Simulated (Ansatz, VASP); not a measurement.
Ti: VASP beside Ansatz

```xyz
5
Lattice="2.6256 -2.6980 0.0000 2.6256 2.6980 0.0000 0.0000 0.0000 6.8584" Properties=species:S:1:pos:R:3 pbc="T T T"
Ti    1.3128   -1.3490    2.0488
Ti    1.3128    1.3490    4.8096
Ti    1.3128    1.3490    2.0488
Ti    1.3128   -1.3490    4.8096
Ti    0.0000    0.0000    0.0000
```

Alike in both runs: functional PBE; k mesh 4 × 4 × 4; occupations gaussian, width 0.1 eV; no spin polarisation.

Ansatz relaxed the structure, and its values are those at the end. VASP's run is a single point on that final structure, the one shown.

|  | VASP | Ansatz |
| --- | --- | --- |
| version | VASP 6.6.1 | Ansatz 0.2.0 |
| potentials or method | VASP PAW PBE potentials, release 64 (Ti_sv) | scalar-relativistic, plane waves, PAW |
| plane-wave cutoff (eV) | 520 | 420 |
| valence electrons in the cell | 60 | 60 |

Ansatz gave:

* gap on the k mesh at the Fermi level (eV): none
* pressure (GPa): -0.1
* rms of the force components (eV/Å): 0.007

What did VASP give for the same quantities?

gap on the k mesh at the Fermi level (eV): none; pressure (GPa): -0.3; rms of the force components (eV/Å): 0.005.

A gap of «none» marks a metal or a gap that the smearing closes.

Caveats: the k mesh is coarse (spacing up to 0.42 Å⁻¹), so the values aren't converged.
